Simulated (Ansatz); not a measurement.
# TiSi11O24: the cost of one run

Method: DFT, PBE, plane-wave PAW, default files, scalar-relativistic, as far as a step names no other, in Ansatz 0.2.0.

### 1 The system as given

Symmetry: C2, No. 5, monoclinic system. The conventional cell has a = 10.863 Å, b = 9.830 Å, c = 10.098 Å, α = 90.00°, β = 122.54°, γ = 90.00°. Around Ti (site symmetry 2) lie 4 O at 1.61 to 1.62 Å. Si (site symmetry 2) is surrounded by 4 O at 1.61 to 1.62 Å. Around Si (site symmetry 1) lie 4 O at 1.61 to 1.62 Å. O (site symmetry 1) is surrounded by 2 Si at 1.61 to 1.62 Å. Only part of the 19 independent sites is listed.

As a file:

```
Ti Si O
1.0
    -7.37245    4.25649    5.43130
     7.37245   -4.25649    5.43130
     2.45748    4.25649   -5.43130
Ti Si O
1 11 24
Direct
  0.26554 0.26554 0.53109
  0.76554 0.76554 0.53109
  0.76554 0.26554 0.03109
  0.26554 0.76554 0.03109
  0.56779 0.33333 0.23446
  0.06779 0.83333 0.23446
  0.06779 0.33333 0.73446
  0.56779 0.83333 0.73446
  0.16667 0.40112 0.23446
  0.66667 0.90112 0.23446
  0.66667 0.40112 0.73446
  0.16667 0.90112 0.73446
  0.59914 0.52706 0.34131
  0.09914 0.02706 0.34131
  0.09914 0.52706 0.84131
  0.59914 0.02706 0.84131
  0.48703 0.35242 0.72122
  0.98703 0.85242 0.72122
  0.98703 0.35242 0.22122
  0.48703 0.85242 0.22122
  0.59117 0.29786 0.43747
  0.09117 0.79786 0.43747
  0.09117 0.29786 0.93747
  0.59117 0.79786 0.93747
  0.24217 0.31425 0.34131
  0.74217 0.81425 0.34131
  0.74217 0.31425 0.84131
  0.24217 0.81425 0.84131
  0.34631 0.63961 0.43747
  0.84631 0.13961 0.43747
  0.84631 0.63961 0.93747
  0.34631 0.13961 0.93747
  0.73419 0.86880 0.72122
  0.23419 0.36880 0.72122
  0.23419 0.86880 0.22122
  0.73419 0.36880 0.22122
```

Atom 1 of the input is the impurity.

### 2 Single point at the given positions

Input file input.yaml:

```yaml
crystal:
  lattice:
    - [-7.3724492651, 4.2564855678, 5.43130114]
    - [7.3724492651, -4.2564855678, 5.43130114]
    - [2.4574830884, 4.2564855678, -5.43130114]
  atoms:
    - { symbol: Ti, position: [0.265544295, 0.265544295, 0.53108859] }
    - { symbol: Si, position: [0.765544295, 0.765544295, 0.53108859] }
    - { symbol: Si, position: [0.765544295, 0.265544295, 0.03108859] }
    - { symbol: Si, position: [0.265544295, 0.765544295, 0.03108859] }
    - { symbol: Si, position: [0.5677890383, 0.3333333333, 0.234455705] }
    - { symbol: Si, position: [0.0677890383, 0.8333333333, 0.234455705] }
    - { symbol: Si, position: [0.0677890383, 0.3333333333, 0.734455705] }
    - { symbol: Si, position: [0.5677890383, 0.8333333333, 0.734455705] }
    - { symbol: Si, position: [0.1666666667, 0.4011223717, 0.234455705] }
    - { symbol: Si, position: [0.6666666667, 0.9011223717, 0.234455705] }
    - { symbol: Si, position: [0.6666666667, 0.4011223717, 0.734455705] }
    - { symbol: Si, position: [0.1666666667, 0.9011223717, 0.734455705] }
    - { symbol: O, position: [0.599142635, 0.527057045, 0.3413087] }
    - { symbol: O, position: [0.099142635, 0.027057045, 0.3413087] }
    - { symbol: O, position: [0.099142635, 0.527057045, 0.8413087] }
    - { symbol: O, position: [0.599142635, 0.027057045, 0.8413087] }
    - { symbol: O, position: [0.4870265667, 0.3524150117, 0.721217265] }
    - { symbol: O, position: [0.9870265667, 0.8524150117, 0.721217265] }
    - { symbol: O, position: [0.9870265667, 0.3524150117, 0.221217265] }
    - { symbol: O, position: [0.4870265667, 0.8524150117, 0.221217265] }
    - { symbol: O, position: [0.5911672683, 0.2978644133, 0.437474035] }
    - { symbol: O, position: [0.0911672683, 0.7978644133, 0.437474035] }
    - { symbol: O, position: [0.0911672683, 0.2978644133, 0.937474035] }
    - { symbol: O, position: [0.5911672683, 0.7978644133, 0.937474035] }
    - { symbol: O, position: [0.242166065, 0.314251655, 0.3413087] }
    - { symbol: O, position: [0.742166065, 0.814251655, 0.3413087] }
    - { symbol: O, position: [0.742166065, 0.314251655, 0.8413087] }
    - { symbol: O, position: [0.242166065, 0.814251655, 0.8413087] }
    - { symbol: O, position: [0.3463067667, 0.6396096217, 0.437474035] }
    - { symbol: O, position: [0.8463067667, 0.1396096217, 0.437474035] }
    - { symbol: O, position: [0.8463067667, 0.6396096217, 0.937474035] }
    - { symbol: O, position: [0.3463067667, 0.1396096217, 0.937474035] }
    - { symbol: O, position: [0.7341906983, 0.8688022533, 0.721217265] }
    - { symbol: O, position: [0.2341906983, 0.3688022533, 0.721217265] }
    - { symbol: O, position: [0.2341906983, 0.8688022533, 0.221217265] }
    - { symbol: O, position: [0.7341906983, 0.3688022533, 0.221217265] }
kpoints:
  mp_grid: { grid: [4, 4, 4] }
scf:
  occupations: { method: fermi_dirac, width: 0.01 }
hamiltonian:
  xc: pbe
  pseudopotentials: { kind: paw }
output:
  forces: true
  stress: true
  populations: true
  efg:
    quadrupole_moments_barn: { Ti: 0.247, O: -0.02558 }
    contact_densities: true
```

On the command line:

```sh
$ ansatz run input.yaml --threads 1 --pin off --max-ram 3072MiB --backend cpu --events-out ev --progress --plain --runs-dir out
```

Q: Estimate wall time and peak memory on 1 thread of Intel Xeon Platinum 8488C (Sapphire Rapids), shared host.

About 3 min, with a peak of 1.5 GiB.
